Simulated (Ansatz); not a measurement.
# BeO: pressure series

Start from BeO in the wurtzite structure (space group P6_3mc, No. 186).

```yaml
crystal:
  lattice:
    - [2.69025, 0.00000, 0.00000]
    - [-1.34512, 2.32982, 0.00000]
    - [0.00000, 0.00000, 4.36941]
  atoms:
    - { symbol: Be, position: [0.66667, 0.33333, 0.00145] }
    - { symbol: Be, position: [0.33333, 0.66667, 0.50145] }
    - { symbol: O, position: [0.66667, 0.33333, 0.62375] }
    - { symbol: O, position: [0.33333, 0.66667, 0.12375] }
```

Cell and atoms are relaxed at each pressure.

Calculations: Ansatz (a program for electronic structure), r2SCAN, PAW, cutoff 500 eV, spin-orbit coupling left out, earlier PAW set.

Notes on the quantities. enthalpy: H = E + PV relative to the base's energy.

```json
[
 {"change": "base", "lattice parameter a": "5.084 bohr", "band gap": "8.55 eV", "electron mass": "0.53 mₑ along c, 0.61 mₑ across (at Γ)", "enthalpy": "–"},
 {"change": "pressure −2 GPa", "lattice parameter a": "5.099 bohr", "band gap": "8.45 eV", "electron mass": "0.53 mₑ along c, 0.60 mₑ across (at Γ)", "enthalpy": "-0.09 eV/atom"},
 {"change": "pressure −1 GPa", "lattice parameter a": "5.091 bohr", "band gap": "8.50 eV", "electron mass": "0.53 mₑ along k, 0.60 mₑ across (at Γ)", "enthalpy": "-0.04 eV/atom"},
 {"change": "pressure 0.3 GPa", "lattice parameter a": "5.082 bohr", "band gap": "8.57 eV", "electron mass": "0.54 mₑ along c, 0.61 mₑ across (at Γ)", "enthalpy": "+0.01 eV/atom"},
 {"change": "pressure 0.7 GPa", "lattice parameter a": "5.079 bohr", "band gap": "8.59 eV", "electron mass": "0.54 mₑ along c, 0.61 mₑ across (at Γ)", "enthalpy": "+0.03 eV/atom"},
 {"change": "pressure 1.5 GPa", "lattice parameter a": "5.073 bohr", "band gap": "8.63 eV", "electron mass": "0.54 mₑ along c, 0.61 mₑ across (at Γ)", "enthalpy": "+0.06 eV/atom"},
 {"change": "pressure 3 GPa", "lattice parameter a": "5.062 bohr", "band gap": "8.70 eV", "electron mass": "0.54 mₑ along c, 0.62 mₑ across (at Γ)", "enthalpy": "+0.13 eV/atom"},
 {"change": "pressure 5 GPa", "lattice parameter a": "5.048 bohr", "band gap": "8.79 eV", "electron mass": "0.55 mₑ along c, 0.63 mₑ across (at Γ)", "enthalpy": "+0.21 eV/atom"},
 {"change": "pressure 7.5 GPa", "lattice parameter a": "5.031 bohr", "band gap": "8.90 eV", "electron mass": "0.55 mₑ along c, 0.64 mₑ across (at Γ)", "enthalpy": "+0.32 eV/atom"},
 {"change": "pressure 10 GPa", "lattice parameter a": "5.015 bohr", "band gap": "9.02 eV", "electron mass": "0.53 mₑ along c, 0.62 mₑ across (at Γ)", "enthalpy": "+0.42 eV/atom"}
]
```

Load acts through the strain it causes; cell and atoms are relaxed under it. Effective masses come from finite differences of ±0.01 Å⁻¹. Along k means along the line from Γ to the band edge. Stability against distortions was not tested. Competing high-pressure phases were not computed.
